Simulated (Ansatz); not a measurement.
# Tin, dhcp under BLYP: structure, energy and stiffness

The plan for tin in the dhcp structure: relax it, solve it on a dense k-mesh, then scale the cell to 7 volumes from 88 to 112 % of the relaxed one and try a fit of the equation of state. Spin polarisation is left out. The k-meshes are 11×11×3 for the relaxation; 14×14×4 for the dense run; 12×12×3 for the volumes.

Program: Ansatz 0.2.0. Level of theory: DFT BLYP, plane waves (420 eV) with PAW, scalar-relativistic; PBE-made PAW files. These are calculated values, not measurements.

## Step 1: Starting point

Symmetry: P6_3/mmc, No. 194, hexagonal system. Conventional cell: a = 3.410 Å, b = 3.410 Å, c = 11.137 Å, α = 90.00°, β = 90.00°, γ = 120.00°. Sn (site symmetry -3m) has 12 Sn at 3.41 Å as nearest neighbours. Around Sn (site symmetry -6m2) lie 12 Sn at 3.41 Å.

Coordinates:

```cif
data_structure
_symmetry_space_group_name_H-M 'P 1'
_symmetry_Int_Tables_number 1
_cell_length_a 3.4099
_cell_length_b 3.4099
_cell_length_c 11.1366
_cell_angle_alpha 90.000
_cell_angle_beta 90.000
_cell_angle_gamma 120.000
_cell_volume 112.14
loop_
_atom_site_label
_atom_site_type_symbol
_atom_site_fract_x
_atom_site_fract_y
_atom_site_fract_z
_atom_site_occupancy
Sn1 Sn 0.00000 0.00000 0.00000 1
Sn2 Sn 0.00000 0.00000 0.50000 1
Sn3 Sn 0.33333 0.66667 0.25000 1
Sn4 Sn 0.66667 0.33333 0.75000 1
```

## Step 2: Relaxing cell and atoms

Input file input.yaml:

```yaml
crystal:
  lattice:
    - [3.4098662044, 0.0, 0.0]
    - [-1.7049331022, 2.9530307565, 0.0]
    - [0.0, 0.0, 11.1366230234]
  atoms:
    - { symbol: Sn, position: [0.0, 0.0, 0.0] }
    - { symbol: Sn, position: [0.0, 0.0, 0.5] }
    - { symbol: Sn, position: [0.3333333333, 0.6666666667, 0.25] }
    - { symbol: Sn, position: [0.6666666667, 0.3333333333, 0.75] }
hamiltonian:
  xc: blyp
  pseudopotentials:
    kind: paw
    azcp:
      Sn: "pseudopotentials/Sn.paw.azcp"
basis:
  ecutwfc: 420
  fft_grid_basis: typed
kpoints:
  mp_grid: { grid: [11, 11, 3], shift: [0, 0, 0] }
magnetization:
  spin_polarized: false
scf:
  occupations: { method: fermi_dirac, width: 0.1 }
relax:
  max_steps: 60
  f_tol: 0.01
  cell: {}
output:
  write_density: true
  write_potential: true
  elf: true
  volumetric_format: npy
```

Started as:

```bash
> ansatz run input.yaml --threads 2 --pin off --max-ram 5120MiB --backend cpu --events-out ev --progress --plain --runs-dir out
```

Log, cut to the lines that bear on the results:

```text
Warning: RAYON_NUM_THREADS=2 ignored (pool sized by the plan → 2); use --threads N
[...]
Pseudopotentials: kind: paw
Pseudopotential: Sn, paw, valence charge 14, recommended cutoff 420 eV (normal), <dir>
Functional definition: BLYP
[...]
Crystal: 4 atoms, lattice volume = 112.140 Å³
Basis set: ecut = 420 eV, 2173 PW (Γ), exchange–correlation on 48×48×150 points (8 copies of the dense FFT grid, shifted against one another)
Bands: 34, of which v1, the nominal top of the filled ones, is band 28 counted from 1 (27 counted from 0)
Symmetry: 24 space group operations
Space group: P63/mmc (ITA 194), of the structure as read, at distance tolerance 4.8e-5 Å
k-points: 32 of 363
[...]
SCF iter   1: F=—  HF=-24161.490121 eV  |F-HF|=—  |Δ(HF+E_count)|=         —  Δρ=6.95e-3  dr2=4.23e-2  ethr=1.77e-3  ⟨swp⟩=7.2  Hψ=4714  notcnv=0
[...]
relax step   1: F+E_penalty+E_count = -24161.48310288 eV  Δ(F+E_penalty+E_count) = +0.000e0 eV  max|allowed force component| = 2.660e-17 eV/Å  Δτ_max = 0.0000 Å  P = +4.080 GPa  Ω = 112.140 Å³  (7 SCF iters, dr2 threshold 1.00e-7 eV, accepted)
[...]
relax step   4: F+E_penalty+E_count = -24161.61027552 eV  Δ(F+E_penalty+E_count) = -7.310e-5 eV  max|allowed force component| = 3.932e-17 eV/Å  Δτ_max = 0.0000 Å  P = -0.003 GPa  Ω = 123.122 Å³  energy of the carried Pulay correction = -1.830e-3 eV  (4 SCF iters, dr2 threshold 1.13e-8 eV, accepted)
[...]
SCF converged after 6 iterations
Free energy (F): -24161.611749 eV
[...]
E sigma→0 (E₀):  -24161.575077 eV
Entropy (-TS):   -0.073345 eV (-18.336 meV/atom)
Fermi energy:    9.614579 eV
[...]
--- Forces (eV/Å), atoms counted from 1 ---
  atom   1  Sn    -0.00000000    -0.00000000     0.00000000
  atom   2  Sn     0.00000000     0.00000000     0.00000000
  atom   3  Sn    -0.00000000     0.00000000     0.00000000
  atom   4  Sn    -0.00000000    -0.00000000     0.00000000
[...]
--- Stress (GPa, compression-positive) ---
       -0.013362      -0.000000       0.000000
       -0.000000      -0.013362      -0.000000
        0.000000      -0.000000      -0.014912
  P = ⅓ Tr σ = -0.0139 GPa (-0.139 kbar)
--- Band table (eV; the first three rows and the last of 32) ---
[...]
--- Relaxed structure (4 steps of the walk, 4 accepted, 1 SCFs on fresh bases) ---
  F+E_penalty+E_count = -24161.61174932 eV   max|allowed force component| = 4.163e-17 eV/Å   (the final SCF, on the basis selected at the relaxed cell)
  cell:  # Å, volume = 123.1220 Å³
    - [3.508190975724932, 2.8953205530238664e-33, 0.0]
    - [-1.754095487862466, 3.0381825063051076, 3.93128254936659e-35]
    - [0.0, 1.482585701292708e-34, 11.551500947356516]
  atoms:
    - { symbol: Sn, position: [4.11430260894876e-34, 5.095215367250932e-35, -2.0175939005303542e-35] }
    - { symbol: Sn, position: [2.7012995862834827e-34, 3.193001630143919e-35, 0.5] }
    - { symbol: Sn, position: [0.3333333333333334, 0.666666666666667, 0.25] }
    - { symbol: Sn, position: [0.6666666666666667, 0.33333333333333337, 0.7500000000000002] }
```

Wall time 9.9 s (2 threads of Intel Xeon 6975P-C (Granite Rapids), shared host); peak memory 0.5 GiB.

Step by step:

```tsv
step	energy change (meV/atom)	largest force (eV/Å)	pressure (GPa)	volume (Å³/atom)
1	0.00	0.0000	4.08	28.035
2	-31.36	0.0000	-0.36	31.108
3	-31.77	0.0000	-0.06	30.832
4	-31.79	0.0000	0.00	30.780
5	-32.16	0.0000	-0.01	30.780
```

Steps that repeat a cell are solved on a basis chosen anew, so their changes of energy are no gain of the relaxation.

The cell of the run, before and after:

|  | before | after | change |
| --- | --- | --- | --- |
| a (Å) | 3.410 | 3.508 | +2.9 % |
| b (Å) | 3.410 | 3.508 | +2.9 % |
| c (Å) | 11.137 | 11.552 | +3.7 % |
| volume (Å³/atom) | 28.035 | 30.780 | +9.8 % |
| shortest distance (Å) | 3.410 | 3.508 | +2.9 % |
| space group (spins left aside) | P6_3/mmc | P6_3/mmc | same |

## Step 3: Single point on a dense mesh

Input file input.yaml:

```yaml
crystal:
  lattice:
    - [3.5081909757, 0.0, 0.0]
    - [-1.7540954879, 3.0381825063, 0.0]
    - [0.0, 0.0, 11.5515009474]
  atoms:
    - { symbol: Sn, position: [0.0, 0.0, 1.0] }
    - { symbol: Sn, position: [0.0, 0.0, 0.5] }
    - { symbol: Sn, position: [0.3333333333, 0.6666666667, 0.25] }
    - { symbol: Sn, position: [0.6666666667, 0.3333333333, 0.75] }
hamiltonian:
  xc: blyp
  pseudopotentials:
    kind: paw
    azcp:
      Sn: "pseudopotentials/Sn.paw.azcp"
basis:
  ecutwfc: 420
  fft_grid_basis: typed
kpoints:
  mp_grid: { grid: [14, 14, 4], shift: [0, 0, 0] }
magnetization:
  spin_polarized: false
scf:
  occupations: { method: fermi_dirac, width: 0.1 }
```

Started as:

```bash
> ansatz run input.yaml --threads 2 --pin off --max-ram 5120MiB --backend cpu --events-out ev --progress --plain --runs-dir out
```

Log, cut to the lines that bear on the results:

```text
Warning: RAYON_NUM_THREADS=2 ignored (pool sized by the plan → 2); use --threads N
[...]
[... 3 set-up lines as earlier in the session ...]
[...]
Crystal: 4 atoms, lattice volume = 123.122 Å³
Basis set: ecut = 420 eV, 2385 PW (Γ), exchange–correlation on 48×48×160 points (8 copies of the dense FFT grid, shifted against one another)
Bands: 32, of which v1, the nominal top of the filled ones, is band 28 counted from 1 (27 counted from 0)
[... 1 set-up line as earlier in the session ...]
Space group: P63/mmc (ITA 194), of the structure as read, at distance tolerance 5.0e-5 Å
k-points: 72 of 784
[...]
SCF iter   1: F=—  HF=-24161.618150 eV  |F-HF|=—  |Δ(HF+E_count)|=         —  Δρ=6.59e-3  dr2=4.36e-2  ethr=1.77e-3  ⟨swp⟩=7.5  Hψ=20477  notcnv=0
[...]
SCF iter   7: F=-24161.610915 eV  HF=-24161.610915 eV  |F-HF|=1.93e-8  |Δ(HF+E_count)|=   2.75e-7  Δρ=4.85e-6  dr2=4.42e-8  ethr=1.79e-10  ⟨swp⟩=2.0  Hψ=7861  notcnv=0
[...]
SCF converged after 7 iterations
Free energy (F): -24161.610915 eV
[...]
E sigma→0 (E₀):  -24161.576963 eV
Entropy (-TS):   -0.067905 eV (-16.976 meV/atom)
Fermi energy:    9.605766 eV
[...]
```

It took 4.3 s on 2 threads of Intel Xeon 6975P-C (Granite Rapids), shared host; peak memory 0.58 GiB.

## Step 4: At 88 % of the relaxed volume

input.yaml, as its differences from that of step 3:

```diff
@@ -2,5 +2,5 @@
   lattice:
-    - [3.5081909757, 0.0, 0.0]
-    - [-1.7540954879, 3.0381825063, 0.0]
-    - [0.0, 0.0, 11.5515009474]
+    - [3.3618431807, 0.0, 0.0]
+    - [-1.6809215903, 2.911441598, 0.0]
+    - [0.0, 0.0, 11.0696182036]
   atoms:
@@ -20,3 +20,3 @@
 kpoints:
-  mp_grid: { grid: [14, 14, 4], shift: [0, 0, 0] }
+  mp_grid: { grid: [12, 12, 3], shift: [0, 0, 0] }
 magnetization:
@@ -25 +25,4 @@
   occupations: { method: fermi_dirac, width: 0.1 }
+  lower_state_search: "off"
+output:
+  stress: true
```

Started as:

```bash
> ansatz run input.yaml --threads 2 --pin off --max-ram 5120MiB --backend cpu --events-out ev --progress --plain --runs-dir out
```

Log, cut to the lines that bear on the results:

```text
Warning: RAYON_NUM_THREADS=2 ignored (pool sized by the plan → 2); use --threads N
[...]
[... 3 set-up lines as earlier in the session ...]
[...]
Crystal: 4 atoms, lattice volume = 108.347 Å³
Basis set: ecut = 420 eV, 2149 PW (Γ), exchange–correlation on 48×48×150 points (8 copies of the dense FFT grid, shifted against one another)
Bands: 32, of which v1, the nominal top of the filled ones, is band 28 counted from 1 (27 counted from 0)
[... 2 set-up lines as earlier in the session ...]
k-points: 38 of 432
[...]
SCF iter   1: F=—  HF=-24161.353235 eV  |F-HF|=—  |Δ(HF+E_count)|=         —  Δρ=7.15e-3  dr2=4.16e-2  ethr=1.77e-3  ⟨swp⟩=7.6  Hψ=11164  notcnv=0
[...]
SCF iter   7: F=-24161.346346 eV  HF=-24161.346346 eV  |F-HF|=1.26e-8  |Δ(HF+E_count)|=   8.79e-7  Δρ=2.86e-6  dr2=7.37e-9  ethr=1.79e-10  ⟨swp⟩=3.1  Hψ=5417  notcnv=0
[...]
SCF converged after 7 iterations
Free energy (F): -24161.346346 eV
[...]
E sigma→0 (E₀):  -24161.308740 eV
Entropy (-TS):   -0.075213 eV (-18.803 meV/atom)
Fermi energy:    11.377627 eV
[...]
--- Stress (GPa, compression-positive) ---
        6.388917      -0.000000       0.000000
       -0.000000       6.388917       0.000000
        0.000000       0.000000       5.731243
  P = ⅓ Tr σ = 6.1697 GPa (61.697 kbar)
```

Wall time 2.3 s (2 threads of Intel Xeon 6975P-C (Granite Rapids), shared host); peak memory 0.47 GiB.

## Step 5: At 92 % of the relaxed volume

input.yaml, as its differences from that of step 4:

```diff
@@ -2,5 +2,5 @@
   lattice:
-    - [3.3618431807, 0.0, 0.0]
-    - [-1.6809215903, 2.911441598, 0.0]
-    - [0.0, 0.0, 11.0696182036]
+    - [3.4120273432, 0.0, 0.0]
+    - [-1.7060136716, 2.9549023576, 0.0]
+    - [0.0, 0.0, 11.2348607475]
   atoms:
```

Started as:

```bash
> ansatz run input.yaml --threads 2 --pin off --max-ram 5120MiB --backend cpu --events-out ev --progress --plain --runs-dir out
```

Log, cut to the lines that bear on the results:

```text
Warning: RAYON_NUM_THREADS=2 ignored (pool sized by the plan → 2); use --threads N
[...]
[... 3 set-up lines as earlier in the session ...]
[...]
Crystal: 4 atoms, lattice volume = 113.272 Å³
Basis set: ecut = 420 eV, 2185 PW (Γ), exchange–correlation on 48×48×160 points (8 copies of the dense FFT grid, shifted against one another)
Bands: 32, of which v1, the nominal top of the filled ones, is band 28 counted from 1 (27 counted from 0)
[... 2 set-up lines as earlier in the session ...]
k-points: 38 of 432
[...]
SCF iter   1: F=—  HF=-24161.502663 eV  |F-HF|=—  |Δ(HF+E_count)|=         —  Δρ=6.93e-3  dr2=4.14e-2  ethr=1.77e-3  ⟨swp⟩=7.6  Hψ=10918  notcnv=0
[...]
SCF iter   7: F=-24161.495847 eV  HF=-24161.495847 eV  |F-HF|=7.38e-9  |Δ(HF+E_count)|=   1.25e-6  Δρ=4.35e-6  dr2=1.80e-8  ethr=1.79e-10  ⟨swp⟩=3.2  Hψ=4875  notcnv=0
[...]
SCF converged after 7 iterations
Free energy (F): -24161.495847 eV
[...]
E sigma→0 (E₀):  -24161.457388 eV
Entropy (-TS):   -0.076918 eV (-19.230 meV/atom)
Fermi energy:    10.731130 eV
[...]
--- Stress (GPa, compression-positive) ---
        3.835047       0.000000       0.000000
        0.000000       3.835047       0.000000
        0.000000       0.000000       3.292439
  P = ⅓ Tr σ = 3.6542 GPa (36.542 kbar)
```

Wall time 2.4 s (2 threads of Intel Xeon 6975P-C (Granite Rapids), shared host); peak memory 0.5 GiB.

## Step 6: At 96 % of the relaxed volume

input.yaml, as its differences from that of step 5:

```diff
@@ -2,5 +2,5 @@
   lattice:
-    - [3.4120273432, 0.0, 0.0]
-    - [-1.7060136716, 2.9549023576, 0.0]
-    - [0.0, 0.0, 11.2348607475]
+    - [3.4607771774, 0.0, 0.0]
+    - [-1.7303885887, 2.9971209524, 0.0]
+    - [0.0, 0.0, 11.3953804452]
   atoms:
@@ -28 +28,5 @@
   stress: true
+  write_density: true
+  write_potential: true
+  elf: true
+  volumetric_format: npy
```

Started as:

```bash
> ansatz run input.yaml --threads 2 --pin off --max-ram 5120MiB --backend cpu --events-out ev --progress --plain --runs-dir out
```

Log:

```text
Warning: RAYON_NUM_THREADS=2 ignored (pool sized by the plan → 2); use --threads N
Engine: ansatz 0.2.0, x86_64-unknown-linux-gnu
[... 3 set-up lines as earlier in the session ...]
  parameter beta = 0.0042
  parameter a = 0.04918
  parameter b = 0.132
  parameter c = 0.2533
  parameter d = 0.349
  exchange = b88_x(beta = beta)
  correlation = lyp_c(a = a, b = b, c = c, d = d)
Crystal: 4 atoms, lattice volume = 118.197 Å³
Basis set: ecut = 420 eV, 2313 PW (Γ), exchange–correlation on 48×48×160 points (8 copies of the dense FFT grid, shifted against one another)
Bands: 34, of which v1, the nominal top of the filled ones, is band 28 counted from 1 (27 counted from 0)
[... 1 set-up line as earlier in the session ...]
Space group: P63/mmc (ITA 194), of the structure as read, at distance tolerance 4.9e-5 Å
k-points: 38 of 432
Non-local potential: Sn, projectors of the file, l = 0: 2, l = 1: 2, l = 2: 2, l = 3: 2
PAW form: soft (Blöchl's): semilocal exchange-correlation on the pseudo side does not see the compensation charge
PAW frozen core: Sn, regenerated for the run's functional, and the local potential with it (the file was generated under x = pbe(κ = 0.804, μ = 0.2195149727645171), c = pbe(β = 0.06672455060314922))
PAW one-centre angular grid: Sn, 590 points (default); XC on 64 Gauss nodes
Initial density: superposition of atomic densities (neutral atoms: chi_scale 0, normalization atom), corrected by the library's trained network
Initial wavefunctions: pseudopotential atomic-orbital guess
Functional: x = b88, c = lyp
SCF iter   1: F=—  HF=-24161.583076 eV  |F-HF|=—  |Δ(HF+E_count)|=         —  Δρ=6.71e-3  dr2=4.14e-2  ethr=1.77e-3  ⟨swp⟩=7.1  Hψ=5515  notcnv=0
preconditioner: auto → Kerker (q_TF=auto, 2.409 Å⁻¹)  [metal: Δε(μ)=0.064 eV  Ē_g=19.046 eV  σ=0.100 eV  W_gap=0.16  n_scr=38 (ndim 8)  ℏωp=25.6 eV  f_vac=0.000  D(μ)=2.44/eV (n_scr^D=6)]
SCF iter   2: F=—  HF=-24161.577665 eV  |F-HF|=—  |Δ(HF+E_count)|=   5.41e-3  Δρ=4.37e-3  dr2=1.93e-2  ethr=7.40e-5  ⟨swp⟩=1.1  Hψ=1601  notcnv=0
SCF iter   3: F=—  HF=-24161.576535 eV  |F-HF|=—  |Δ(HF+E_count)|=   1.13e-3  Δρ=1.07e-3  dr2=1.22e-3  ethr=3.44e-5  ⟨swp⟩=2.0  Hψ=1580  notcnv=0
SCF iter   4: F=—  HF=-24161.576322 eV  |F-HF|=—  |Δ(HF+E_count)|=   2.13e-4  Δρ=2.90e-4  dr2=1.59e-4  ethr=2.18e-6  ⟨swp⟩=2.2  Hψ=2307  notcnv=0
SCF iter   5: F=—  HF=-24161.576365 eV  |F-HF|=—  |Δ(HF+E_count)|=   4.33e-5  Δρ=1.65e-4  dr2=3.39e-5  ethr=2.84e-7  ⟨swp⟩=2.7  Hψ=2190  notcnv=0
SCF iter   6: F=—  HF=-24161.576379 eV  |F-HF|=—  |Δ(HF+E_count)|=   1.31e-5  Δρ=7.33e-5  dr2=4.70e-6  ethr=6.05e-8  ⟨swp⟩=2.0  Hψ=1580  notcnv=0
SCF iter   7: F=—  HF=-24161.576378 eV  |F-HF|=—  |Δ(HF+E_count)|=   4.10e-7  Δρ=1.04e-5  dr2=1.21e-7  ethr=8.39e-9  ⟨swp⟩=2.0  Hψ=2340  notcnv=0
SCF iter   8: F=-24161.576378 eV  HF=-24161.576378 eV  |F-HF|=3.64e-11  |Δ(HF+E_count)|=   3.46e-9  Δρ=1.82e-6  dr2=5.16e-9  ethr=1.79e-10  ⟨swp⟩=10.4  Hψ=8496  notcnv=0
SCF 1 converged in 8 iterations: F = -24161.576378 eV  dr2 = 5.16e-9
SCF converged after 8 iterations
Free energy (F): -24161.576378 eV
Harris-Foulkes:  -24161.576378 eV  (|F-HF|=3.64e-11)
Internal energy: -24161.496840 eV  (E = F + TS)
E sigma→0 (E₀):  -24161.536609 eV
Entropy (-TS):   -0.079539 eV (-19.885 meV/atom)
Fermi energy:    10.137834 eV
--- Per-component energies (eV) ---
  E_band       = -362.493519
  E_kinetic    = 745.194222
  E_local      = -3532.622895  (includes V_loc(G=0)·N_el)
  E_nonlocal   = -133.828376
  E_hartree    = 2164.424861
  E_xc         = -1521.551395
  E_vxc        = -377.746342  (∫ρ·V_xc dr)
  E_paw        = -16609.296998  (= ΣΔE_a)
  E_vpaw       = -1392.339884  (= ΣTr[D̂ρ^β])
  E_aug_tail   = -0.000002  (compensation charges beyond the density's cutoff)
  E_ewald      = -5273.311149
  E_core_change = -0.505108  (= ΣΔE_core)
  E_smearing   = -0.079539  (= −TS)
  E_closure    = 0.000000  (closes the sum)
  Σ components = -24161.576378   (vs F -24161.576378, Δ=0.00e0)
--- Stress (GPa, compression-positive) ---
        1.800469       0.000000       0.000000
        0.000000       1.800469       0.000000
        0.000000       0.000000       1.387095
  P = ⅓ Tr σ = 1.6627 GPa (16.627 kbar)
--- Band table (eV; the first three rows and the last of 38) ---
  k-point 0: bands = ["-11.4031", "-11.4012", "-11.3946", "-11.3946", "-11.3904", "-11.3904", "-11.3894", "-11.3893", "-11.3860", "-11.3860", "-11.3759", "-11.3759", "-11.3446", "-11.3446", "-11.3258", "-11.3258", "-11.3062", "-11.3062", "-11.2814", "-11.2814", "-0.4198", "0.7391", "0.7478", "3.2655", "6.0523", "10.9122", "10.9160", "15.3393", "15.3393", "16.0129", "16.0129", "16.0958", "16.0958", "16.8803"]
  k-point 1: bands = ["-11.4027", "-11.4017", "-11.3928", "-11.3928", "-11.3894", "-11.3893", "-11.3889", "-11.3889", "-11.3866", "-11.3866", "-11.3798", "-11.3798", "-11.3409", "-11.3409", "-11.3326", "-11.3326", "-11.2974", "-11.2974", "-11.2859", "-11.2859", "-0.2897", "0.0998", "1.6197", "2.6342", "6.9486", "8.7512", "13.2782", "15.4282", "15.4282", "15.6042", "15.6801", "15.6801", "16.4699", "16.4699"]
  k-point 2: bands = ["-11.4036", "-11.3997", "-11.3959", "-11.3927", "-11.3904", "-11.3877", "-11.3866", "-11.3852", "-11.3791", "-11.3789", "-11.3730", "-11.3687", "-11.3486", "-11.3461", "-11.3253", "-11.3251", "-11.3082", "-11.3067", "-11.2859", "-11.2808", "-0.3019", "0.8559", "0.8646", "3.3690", "6.1777", "10.9945", "11.0006", "14.1476", "14.8550", "15.0298", "15.0783", "15.7429", "15.7764", "16.3073"]
  k-point 37: bands = ["-11.4136", "-11.4136", "-11.3969", "-11.3816", "-11.3677", "-11.3677", "-11.3450", "-11.3410", "-11.3410", "-11.3359", "-11.3354", "-11.3354", "-11.3198", "-11.3198", "-11.3150", "-11.3150", "-11.2895", "-11.2829", "-11.2826", "-11.2826", "4.4167", "4.4958", "4.4958", "4.5879", "7.5301", "7.5301", "7.9668", "8.6803", "8.6803", "8.8523", "9.6256", "9.6256", "12.0611", "12.8173"]
```

It took 2.7 s on 2 threads of Intel Xeon 6975P-C (Granite Rapids), shared host; peak memory 0.49 GiB.

Density in a lattice plane of the grid's cell (edges 3.46 and 11.40 Å, at 0.000 of the third edge), which holds Sn.

Values in e/Å³, 12 rows by 6 columns:
```
 0.70  0.36  0.13  0.08  0.13  0.36
 0.08  0.09  0.13  0.16  0.13  0.09
 0.09  0.13  0.30  0.51  0.30  0.13
 0.08  0.09  0.13  0.16  0.13  0.09
 0.68  0.36  0.13  0.08  0.13  0.36
15.70  3.56  0.30  0.12  0.30  3.56
 0.68  0.36  0.13  0.08  0.13  0.36
 0.08  0.09  0.13  0.16  0.13  0.09
 0.09  0.13  0.30  0.51  0.30  0.13
 0.08  0.09  0.13  0.16  0.13  0.09
 0.70  0.36  0.13  0.08  0.13  0.36
16.48  3.71  0.31  0.12  0.31  3.71
```
Columns run along the first of these edges and rows up along the second, over one cell in 6 and 12 even steps from the bottom left corner. Atoms in the plane (fractional): Sn at (0.00, 0.00), Sn at (0.00, 0.50).

ELF in the same plane.

Ten even steps from '0' (0.00) to '9' (0.37):
```
37996997
99964699
66688866
46999996
47999997
46999996
66678766
99964699
36996996
01997991
36996996
99964699
66678766
46999996
47999997
46999996
66688866
99964699
37996997
01897981
```
Columns run along the first of these edges and rows up along the second, over one cell in 8 and 20 even steps from the bottom left corner. Atoms in the plane (fractional): Sn at (0.00, 0.00), Sn at (0.00, 0.50).

Both are smooth fields of the valence electrons: close to the nuclei they are not physical.

## Step 7: At 100 % of the relaxed volume

input.yaml, as its differences from that of step 6:

```diff
@@ -2,5 +2,5 @@
   lattice:
-    - [3.4607771774, 0.0, 0.0]
-    - [-1.7303885887, 2.9971209524, 0.0]
-    - [0.0, 0.0, 11.3953804452]
+    - [3.5081909757, 0.0, 0.0]
+    - [-1.7540954879, 3.0381825063, 0.0]
+    - [0.0, 0.0, 11.5515009474]
   atoms:
@@ -28,5 +28 @@
   stress: true
-  write_density: true
-  write_potential: true
-  elf: true
-  volumetric_format: npy
```

Started as:

```bash
> ansatz run input.yaml --threads 2 --pin off --max-ram 5120MiB --backend cpu --events-out ev --progress --plain --runs-dir out
```

Log, cut to the lines that bear on the results:

```text
Warning: RAYON_NUM_THREADS=2 ignored (pool sized by the plan → 2); use --threads N
[...]
[... 3 set-up lines as earlier in the session ...]
[...]
Crystal: 4 atoms, lattice volume = 123.122 Å³
Basis set: ecut = 420 eV, 2385 PW (Γ), exchange–correlation on 48×48×160 points (8 copies of the dense FFT grid, shifted against one another)
Bands: 32, of which v1, the nominal top of the filled ones, is band 28 counted from 1 (27 counted from 0)
[... 2 set-up lines as earlier in the session ...]
k-points: 38 of 432
[...]
SCF iter   1: F=—  HF=-24161.609164 eV  |F-HF|=—  |Δ(HF+E_count)|=         —  Δρ=6.52e-3  dr2=4.24e-2  ethr=1.77e-3  ⟨swp⟩=7.6  Hψ=10907  notcnv=0
[...]
SCF iter   7: F=-24161.602320 eV  HF=-24161.602320 eV  |F-HF|=2.63e-8  |Δ(HF+E_count)|=   1.68e-6  Δρ=4.17e-6  dr2=1.73e-8  ethr=1.79e-10  ⟨swp⟩=3.4  Hψ=4696  notcnv=0
[...]
SCF converged after 7 iterations
Free energy (F): -24161.602320 eV
[...]
E sigma→0 (E₀):  -24161.561079 eV
Entropy (-TS):   -0.082481 eV (-20.620 meV/atom)
Fermi energy:    9.590736 eV
[...]
--- Stress (GPa, compression-positive) ---
        0.179576       0.000000       0.000000
       -0.000000       0.179576       0.000000
        0.000000       0.000000      -0.101655
  P = ⅓ Tr σ = 0.0858 GPa (0.858 kbar)
```

Run time: 2.6 s. Hardware: 2 threads of Intel Xeon 6975P-C (Granite Rapids), shared host; peak memory 0.5 GiB.

(Part 1 of 2 ends here.)
